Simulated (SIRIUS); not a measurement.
Here is a SIRIUS 7.12.0 calculation.

The input sirius.json:

```json
{
  "control": {
    "processing_unit": "cpu",
    "verbosity": 2,
    "num_bands_to_print": 22,
    "print_forces": true,
    "print_stress": true
  },
  "parameters": {
    "electronic_structure_method": "pseudopotential",
    "xc_functionals": ["XC_GGA_X_OPTX", "XC_GGA_C_LYP"],
    "gk_cutoff": 8.9,
    "pw_cutoff": 17.8,
    "ngridk": [8, 8, 8],
    "shiftk": [0, 0, 0],
    "smearing": "fermi_dirac",
    "smearing_width": 0.0018374661,
    "num_bands": 22,
    "num_mag_dims": 0,
    "num_dft_iter": 100,
    "energy_tol": 1e-08,
    "density_tol": 1e-06
  },
  "iterative_solver": {
    "type": "davidson",
    "min_tolerance": 1e-10
  },
  "mixer": {
    "type": "anderson",
    "beta": 0.7,
    "max_history": 8
  },
  "settings": {
    "tol_ne": 1e-10,
    "pseudo_grid_cutoff": 6.5
  },
  "unit_cell": {
    "lattice_vectors": [
      [0.0, 5.345865131215, 5.345865131215],
      [5.345865131215, 0.0, 5.345865131215],
      [5.345865131215, 5.345865131215, 0.0]
    ],
    "atom_coordinate_units": "lattice",
    "atom_types": ["Ge"],
    "atom_files": {
      "Ge": "Ge.json"
    },
    "atoms": {
      "Ge": [
        [0.75, 0.75, 0.75],
        [0.5, 0.5, 0.5]
      ]
    }
  }
}
```

Potentials or basis: PseudoDojo 0.4.1 PBE standard (scalar relativistic).

Launch:

```console
$ upf_to_json Ge.upf
$ OMP_NUM_THREADS=1 sirius.scf --input=sirius.json --output=out.json --task=0
```

(1) What does it give for the pressure?

(2) Estimate the band gap on the k mesh.

Results:

(1) 5.5 GPa.

(2) 0.31 eV.

Caveat: the potentials were made for another functional, which shifts forces and pressure.

**Measured values to compare with.**

“Electronic and optical properties of SixGe1-x-ySny alloys lattice-matched to Ge”, 2021, arxiv:2109.02782 reports, for a bulk crystal of Ge at 300 K: band gap 0.807 eV (direct).

A measured gap of Ge is 0.807 eV (direct; 300 K; “Electronic and optical properties of SixGe1-x-ySny alloys lattice-matched to Ge”, 2021, arxiv:2109.02782); the calculated 0.31 eV misses it by -0.50 eV. 3 values of this kind are on record (0.666 to 0.807 eV); this one was drawn at random among those near their median. Spin-orbit coupling on Ge is left out. The value is that of OLYP on a finite k mesh, which can miss the band edges, without temperature or zero-point motion.
